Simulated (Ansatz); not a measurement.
Orbital character of the bands of ZnS

```
CELL_PARAMETERS angstrom
0.00000 2.70465 2.70465
2.70465 0.00000 2.70465
2.70465 2.70465 0.00000
ATOMIC_POSITIONS crystal
Zn 0.00000 0.00000 0.00000
S 0.75000 0.75000 0.75000
```

Atoms are numbered in the order listed.

The conventional cell has a = 5.409 Å, b = 5.409 Å, c = 5.409 Å, α = 90.00°, β = 90.00°, γ = 90.00°. Zn (atom 1) has 4 S at 2.34 Å as nearest neighbours. S (atom 2) is surrounded by 4 Zn at 2.34 Å.

The cell is COD entry 9000107, as deposited and not checked against the literature; nothing was relaxed.

All numbers below come from DFT, PBEsol, all-electron LAPW, scalar-relativistic in Ansatz 0.2.0.

Settings: a Γ-centred 8×8×8 k mesh, Fermi–Dirac smearing of 0.01 eV, basis error target 0.25 meV/atom, no spin polarisation.

Weights are projections on a minimal set of Löwdin-orthogonalised atomic shells, summed over atoms of an element; the rest lies outside that basis, and weights on diffuse cation s shells are inflated where empty shells are missing from it. Energies are in eV from the valence-band top.

Points: K (-0.375, 0.000, 0.375), L (0.000, 0.000, 0.500).

```json
{"state": "K, -11.90 eV", "character": "?"}
{"state": "K, -6.28 eV", "character": "?"}
{"state": "K, -6.08 eV", "character": "Zn 3d 94 %, S 3p 6 %"}
{"state": "K, -5.97 eV", "character": "Zn 3d 98 %"}
{"state": "K, -5.83 eV", "character": "Zn 3d 100 %"}
{"state": "K, -5.52 eV", "character": "Zn 3d 93 %, S 3s 5 %"}
{"state": "K, -4.65 eV", "character": "S 3p 56 %, Zn 4s 33 %, Zn 3d 10 %"}
{"state": "K, -3.15 eV", "character": "S 3p 86 %, Zn 3d 9 %"}
{"state": "K, -1.82 eV", "character": "S 3p 90 %, Zn 3d 6 %"}
{"state": "L, -12.19 eV", "character": "S 3s 86 %, Zn 4s 10 %"}
{"state": "L, -6.25 eV (×2)", "character": "?"}
{"state": "L, -5.84 eV (×2)", "character": "Zn 3d 100 %"}
{"state": "L, -5.66 eV", "character": "?"}
{"state": "L, -5.34 eV", "character": "S 3p 73 %, Zn 4s 23 %"}
{"state": "L, -0.87 eV (×2)", "character": "S 3p 89 %, Zn 3d 8 %"}
```

Task: Fill in "character" for the row "K, -11.90 eV".

Result: S 3s 93 %, Zn 3d 6 %.

Task: What belongs in the row "L, -6.25 eV (×2)", column "character"?

Result: Zn 3d 92 %, S 3p 8 %.

Task: What belongs in the row "L, -5.66 eV", column "character"?

Result: Zn 3d 94 %.

Task: What belongs in the row "K, -6.28 eV", column "character"?

Result: Zn 3d 83 %, S 3p 15 %.
